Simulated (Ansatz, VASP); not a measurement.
# Ni in VASP and in Ansatz

File INCAR:

```
SYSTEM = Ni
  PREC = Accurate
  ENCUT = 520
  EDIFF = 1E-7
  ISMEAR = 0
  SIGMA = 0.026000000000000002
  LREAL = .False.
  LASPH = .True.
  NELM = 120
  ALGO = Fast
  ISIF = 2
  LWAVE = .False.
  LCHARG = .True.
  ISPIN = 2
  MAGMOM = 1
  LORBIT = 11
  LMAXMIX = 4
  GGA = PE
  LELF = .True.
  LVHAR = .True.
```

KPOINTS

```
regular mesh
0
Gamma
  13 13 13
  0 0 0
```

POSCAR

```
Ni
1.0
    0.0000000000      1.7375729330      1.7375729330
    1.7375729330      0.0000000000      1.7375729330
    1.7375729330      1.7375729330      0.0000000000
Ni
1
Direct
    0.0000000000      0.0000000000      0.0000000000
```

The input input.yaml:

```yaml
crystal:
  lattice:
    - [0.0, 1.737572933, 1.737572933]
    - [1.737572933, 0.0, 1.737572933]
    - [1.737572933, 1.737572933, 0.0]
  atoms:
    - { symbol: Ni, position: [0.0, 0.0, 0.0], spin: 1.0 }
hamiltonian:
  xc: pbe
  pseudopotentials: { kind: paw }
magnetization:
  spin_polarized: true
kpoints:
  mp_grid: { grid: [13, 13, 13] }
scf:
  occupations: { method: gaussian, width: 0.026 }
output:
  forces: true
  stress: true
  eigenvalues: true
```

Alike in both runs: task single point; functional PBE; k mesh 13 × 13 × 13; occupations gaussian, width 0.026 eV; collinear spin, ferromagnetic start.

|  | VASP | Ansatz |
| --- | --- | --- |
| version | VASP 6.6.1 | Ansatz 0.2.0 |
| potentials or method | VASP PAW PBE potentials, release 64 (Ni) | Ansatz PAW |
| plane-wave cutoff (eV) | 520 | 420 |
| valence electrons in the cell | 10 | 18 |

```tsv
	VASP	Ansatz	Ansatz less VASP
gap on the k mesh at the Fermi level (eV)	none	none	-
pressure (GPa)	7.8	8.0	+0.18
net moment per atom (μB)	0.62	0.64	+0.016
size of the moment on the site where the two differ most (μB)	0.63	0.67	+0.044
```

Site moments also hang on the region over which each program counts them. A gap of «none» marks a metal or a gap that the smearing closes. The functional is the same, so the differences come from potentials, cutoffs and numerics. The two sets of potentials don't hold the same shells in valence.
